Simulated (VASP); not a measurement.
# Mo in VASP: a series of runs

Runs on Mo. Level: PBE. Tasks: single point.

Program: VASP 6.6.1. These are calculated values, not measurements. Logs are shortened: lines on timing, memory, paths and dates and some standing lists are left out, and cuts for length are marked.

### Step 1. The cell of the first run

The cell holds a slab with vacuum, 3 atoms: a = 2.737 Å, b = 2.737 Å, c = 18.470 Å, α = 90.00°, β = 90.00°, γ = 109.47°.

The slab is cut from a database's or a generator's crystal, which needn't be the stable form of the element.

### Step 2. Single point, PBE (clean slab, lower half held)

Input file INCAR:

```
  ALGO = Fast
  DIPOL = 0.5 0.5 0.496
  EDIFF = 1E-6
  ENCUT = 520
  GGA = PE
  IDIPOL = 3
  ISIF = 2
  ISMEAR = 0
  LASPH = T
  LCHARG = F
  LDIPOL = T
  LREAL = F
  LWAVE = F
  NBANDS = 28
  NELM = 60
  PREC = Accurate
  SIGMA = 0.1
```

Input file KPOINTS:

```
k-points
0
Gamma
  11 11 1
```

Input file POSCAR:

```
Mo
1.0
    2.7370203488      0.0000000000      0.0000000000
   -0.9123401163      2.5804875318      0.0000000000
    0.0000000000      0.0000000000     18.4695355134
Mo
3
Direct
    0.5000000000      0.5000000000      0.3790024928
    0.0000000000      0.0000000000      0.4956356317
    0.5000000000      0.5000000000      0.6122630648
```

Potentials or basis: VASP PAW PBE potentials, release 64 (Mo_sv).

The run is started by

```
$ cat potpaw_PBE.64/Mo_sv/POTCAR > POTCAR
$ mpirun -np 1 vasp_std > vasp.out
```

OUTCAR:

```text
EDIFF = 1E-6
   ENCUT = 520
   GGA = PE
   ISIF = 2
   ISMEAR = 0
   LASPH = T
   LREAL = F
   NELM = 60
   PREC = Accurate

 ion  position               nearest neighbor table
   1  0.500  0.500  0.379-   2 2.67   2 2.67   2 3.10   2 3.10
   2  0.000  0.000  0.496-   3 2.67   3 2.67   1 2.67   1 2.67   3 3.10   3 3.10   1 3.10   1 3.10

   3  0.500  0.500  0.612-   2 2.67   2 2.67   2 3.10   2 3.10

  LATTYP: Found a base centered orthorhombic cell.
 ALAT       =     3.1604388703
 B/A-ratio  =     1.4142135624
 C/A-ratio  =     5.8439780903

  Lattice vectors:

 A1 = (   2.7370203488,   0.0000000000,   0.0000000000)
 A2 = (  -0.9123401163,   2.5804875318,   0.0000000000)
 A3 = (   0.0000000000,   0.0000000000,  18.4695355134)

Analysis of symmetry for initial positions (statically):
=====================================================================
 Subroutine PRICEL returns:
 Original cell was already a primitive cell.

 Routine SETGRP: Setting up the symmetry group for a
 base centered orthorhombic supercell.

 Subroutine GETGRP returns: Found  8 space group operations
 (whereof  4 operations were pure point group operations)
 out of a pool of  8 trial point group operations.

The static configuration has the point symmetry C_2v.
 The point group associated with its full space group is D_2h.

Analysis of symmetry for dynamics (positions and initial velocities):
=====================================================================
 Subroutine PRICEL returns:
 Original cell was already a primitive cell.

 Routine SETGRP: Setting up the symmetry group for a
 base centered orthorhombic supercell.

 Subroutine GETGRP returns: Found  8 space group operations
 (whereof  4 operations were pure point group operations)
 out of a pool of  8 trial point group operations.

The dynamic configuration has the point symmetry C_2v.
 The point group associated with its full space group is D_2h.

 Subroutine INISYM returns: Found  8 space group operations
 (whereof  4 operations are pure point group operations),
 and found     1 'primitive' translations

----------------------------------------------------------------------------------------

                                     Primitive cell

  volume of cell :     130.4475

  direct lattice vectors                    reciprocal lattice vectors
     2.737020349  0.000000000  0.000000000     0.365360820  0.129174557  0.000000000
    -0.912340116  2.580487532  0.000000000     0.000000000  0.387523670  0.000000000
     0.000000000  0.000000000 18.469535513     0.000000000  0.000000000  0.054143213

  length of vectors
     2.737020349  2.737020349 18.469535513     0.387523670  0.387523670  0.054143213

  position of ions in fractional coordinates (direct lattice)
     0.500000000  0.500000000  0.379002493
     0.000000000  0.000000000  0.495635632
     0.500000000  0.500000000  0.612263065

  ion indices of the primitive-cell ions
   primitive index   ion index
                 1           1
                 2           2
                 3           3

----------------------------------------------------------------------------------------

 KPOINTS: k-points

Automatic generation of k-mesh.
 Grid dimensions read from file:
 generate k-points for:   11   11    1

 Generating k-lattice:

  Cartesian coordinates                     Fractional coordinates (reciprocal lattice)
     0.033214620  0.011743142  0.000000000     0.090909091  0.000000000  0.000000000
     0.000000000  0.035229425  0.000000000     0.000000000  0.090909091  0.000000000
     0.000000000  0.000000000  0.054143213     0.000000000  0.000000000  1.000000000

  Length of vectors
     0.035229425  0.035229425  0.054143213

  Shift w.r.t. Gamma in fractional coordinates (k-lattice)
     0.000000000  0.000000000  0.000000000

 Subroutine IBZKPT returns following result:
 ===========================================

 Found     36 irreducible k-points:

 Following reciprocal coordinates:
            Coordinates               Weight
  0.000000  0.000000  0.000000      1.000000
  0.090909  0.000000  0.000000      4.000000
  0.181818 -0.000000  0.000000      4.000000
  0.272727  0.000000  0.000000      4.000000
  0.363636 -0.000000  0.000000      4.000000
  0.454545  0.000000  0.000000      4.000000
[... 16 lines left out ...]
 -0.272727  0.181818  0.000000      4.000000
 -0.181818  0.181818  0.000000      2.000000
 [... further k-points ...]
   k-points           NKPTS =     36   k-points in BZ     NKDIM =     36   number of bands    NBANDS=     28
   number of dos      NEDOS =    301   number of ions     NIONS =      3
   total plane-waves  NPLWV =  56000
   dimension x,y,z NGX =    20 NGY =   20 NGZ =  140
   dimension x,y,z NGXF=    40 NGYF=   40 NGZF=  280
   ions per type =               3
   NGX,Y,Z   is equivalent  to a cutoff of  12.15, 12.15, 12.60 a.u.
   NGXF,Y,Z  is equivalent  to a cutoff of  24.30, 24.30, 25.20 a.u.
 SYSTEM =  unknown system
   PREC   = accura    normal or accurate (medium, high low for compatibility)
   ISTART =      0    job   : 0-new  1-cont  2-samecut
   ICHARG =      2    charge: 1-file 2-atom 10-const
   ISPIN  =      1    spin polarized calculation?
   LNONCOLLINEAR =      F non collinear calculations
   LSORBIT =      F    spin-orbit coupling
   LASPH  =      T    aspherical Exc in radial PAW
   ENCUT  =  520.0 eV  38.22 Ry    6.18 a.u.   5.09  5.09 34.34*2*pi/ulx,y,z
   NELM   =     60;   NELMIN=  2; NELMDL= -5     # of ELM steps
   EDIFF  = 0.1E-05   stopping-criterion for ELM
   LREAL  =      F    real-space projection
   EDIFFG = 0.1E-04   stopping-criterion for IOM
   NSW    =      0    number of steps for IOM
   IBRION =     -1    ionic relax: 0-MD 1-quasi-New 2-CG
   NFREE  =      0    steps in history (QN), initial steepest desc. (CG)
   ISIF   =      2    stress and relaxation
   ISYM   =      2    0-nonsym 1-usesym 2-fastsym
   POTIM  = 0.5000    time-step for ionic-motion
   TEBEG  =    0.0;   TEEND  =   0.0 temperature during run
   PSTRESS=    0.0 pullay stress
   NELECT =      42.0000    total number of electrons
   NUPDOWN=      -1.0000    fix difference up-down
   EMIN   =  10.00;   EMAX   =-10.00  energy-range for DOS
   EFERMI =   0.00;   METHOD = LEGACY
   ISMEAR =     0;   SIGMA  =   0.10  broadening in eV -4-tet -1-fermi 0-gaus
   EFERMI_NEDOS =   21; number of points for ismear=-14 and -15
   IALGO  =     68    algorithm
   IMIX   =      4    mixing-type and parameters
     AMIX     =   0.40;   BMIX     =  1.00
     AMIX_MAG =   1.60;   BMIX_MAG =  1.00
  volume/ion in A,a.u.               =      43.48       293.43
  Fermi-wavevector in a.u.,A,eV,Ry     =   1.122051  2.120369 17.129720  1.258999
  Thomas-Fermi vector in A             =   2.258709
   LORBIT       =      0    0 simple, 1 ext, 2 COOP (PROOUT), +10 PAW based schemes
   GGA     = PE    functional components
   LHFCALC =     F    Hartree Fock is set to
   AEXX    =    0.0000 exact exchange contribution
   IVDW    =     0    specifies the selected vdW correction
   LEPSILON=     F    determine dielectric tensor
   LRPA    =     F    only Hartree local field effects (RPA)
 non-spin polarized calculation
 RMM-DIIS sequential band-by-band and
 Gauss-broadening in eV      SIGMA  =   0.10
  energy-cutoff  :      520.00
  volume of cell :      130.45
 maximum number of plane-waves:      3558
   NGX = 11   NGY = 11   NGZ = 69

 dipolmoment           0.000000      0.000000     -0.000006 electrons x Angstroem

 number of electron      41.9999993 magnetization

 dipolmoment           0.000000      0.000000      0.001201 electrons x Angstroem

 Free energy of the ion-electron system (eV)
  ---------------------------------------------------
  ext. energy  EPLUGINS =         0.00000000
  ---------------------------------------------------
  free energy    TOTEN  =       -30.27567572 eV

  energy without entropy =      -30.26193567  energy(sigma->0) =      -30.26880569

 E-fermi :   1.6272     XC(G=0):  -5.9265

 val. band max:        1.6155953394   @ k =  -0.4545   0.3636   0.0000
 cond. band min:       1.6439374011   @ k =   0.4545   0.0909   0.0000
 fundamental gap:      0.0283420617
 Fermi energy:         1.6272051540

 k-point     1 :       0.0000    0.0000    0.0000
  band No.  band energies     occupation
      1     -59.6330      2.00000
      2     -59.3133      2.00000
      3     -59.2667      2.00000
      4     -34.1541      2.00000
      5     -33.5026      2.00000
      6     -33.3414      2.00000
[... 20 lines left out ...]
     27       3.2886      0.00000
     28       3.5320      0.00000

 k-point     2 :       0.0909    0.0000    0.0000
  band No.  band energies     occupation
      1     -59.6199      2.00000
      2     -59.3034      2.00000
      3     -59.2597      2.00000
      4     -34.1303      2.00000
      5     -33.5653      2.00000
      6     -33.3115      2.00000
[... 20 lines left out ...]
     27       3.3922      0.00000
     28       3.6893      0.00000

 k-point     3 :       0.1818   -0.0000    0.0000
  band No.  band energies     occupation
      1     -59.5845      2.00000
      2     -59.2769      2.00000
      3     -59.2410      2.00000
      4     -34.0682      2.00000
      5     -33.7226      2.00000
      6     -33.2877      2.00000
[... 20 lines left out ...]
     27       3.3383      0.00000
     28       3.8730      0.00000

 k-point     4 :       0.2727    0.0000    0.0000
  band No.  band energies     occupation
      1     -59.5370      2.00000
      2     -59.2423      2.00000
      3     -59.2167      2.00000
      4     -34.0036      2.00000
      5     -33.9458      2.00000
      6     -33.3981      2.00000
[... 578 lines left out ...]
     27       4.5905      0.00000
     28       4.6288      0.00000

 k-point    23 :      -0.2727    0.1818    0.0000
  band No.  band energies     occupation
      1     -59.5267      2.00000
      2     -59.2199      2.00000
      3     -59.1840      2.00000
      4     -33.9967      2.00000
      5     -33.7628      2.00000
      6     -33.4861      2.00000
[... 20 lines left out ...]
     27       3.1413      0.00000
     28       4.2864      0.00000

 k-point    24 :      -0.1818    0.1818    0.0000
  band No.  band energies     occupation
      1     -59.5638      2.00000
      2     -59.2512      2.00000
      3     -59.2104      2.00000
      4     -34.0522      2.00000
      5     -33.5278      2.00000
      6     -33.4904      2.00000
[... 20 lines left out ...]
     27       2.6880      0.00000
     28       4.0673      0.00000

 [... further k-points ...]

------------------------ aborting loop because EDIFF is reached ----------------------------------------

 vacuum level on the upper side and lower side of the slab       (xc-potential included)        -0.167        -0.199

  FORCE on cell =-STRESS in cart. coord.  units (eV):
  Direction    XX          YY          ZZ          XY          YZ          ZX
  --------------------------------------------------------------------------------------
  -------------------------------------------------------------------------------------
  Total       -2.6883710     -2.8218095      0.0983587     -0.1887106      0.0000000      0.0000000
  in kB      -33.0190083    -34.6579217      1.2080577     -2.3177735      0.0000000      0.0000000
  external PRESSURE =     -22.1562908 kB  Pullay stress =       0.0000000 kB

 VOLUME and BASIS-vectors are now :
 -----------------------------------------------------------------------------
  energy-cutoff  :      520.00
  volume of cell :      130.45
      direct lattice vectors                 reciprocal lattice vectors
     2.737020349  0.000000000  0.000000000     0.365360820  0.129174557  0.000000000
    -0.912340116  2.580487532  0.000000000     0.000000000  0.387523670  0.000000000
     0.000000000  0.000000000 18.469535513     0.000000000  0.000000000  0.054143213

 POSITION                                       TOTAL-FORCE (eV/Angst)
 -----------------------------------------------------------------------------------
      0.91234      1.29024      7.00000         0.000000      0.000000     -0.026583
      0.00000      0.00000      9.15416         0.000000      0.000000      0.000000
      0.91234      1.29024     11.30821        -0.000000      0.000000      0.026583
 -----------------------------------------------------------------------------------
    total drift:                                0.000000      0.000000      0.370858

  FREE ENERGIE OF THE ION-ELECTRON SYSTEM (eV)
  ---------------------------------------------------
  free  energy   TOTEN  =       -30.2756757211 eV

  energy  without entropy=      -30.2619356652  energy(sigma->0) =      -30.26880569

 vacuum level on the upper side and lower side of the slab         6.161         6.133
```

It took 2.8 min on 1 thread of Intel Xeon 6975P-C (Granite Rapids), shared host; peak memory 0.27 GiB.

Results:

```
Free energy            : -30.2757 eV
Largest force          : 0.027 eV/Å
Band gap on the k mesh : none (metal or under the smearing width)
```

Forces in eV/Å, atoms in the order of the input:
```
Mo   0.000  0.000 -0.027
Mo   0.000  0.000  0.000
Mo   0.000  0.000  0.027
```

(Part 1 of 2 ends here.)
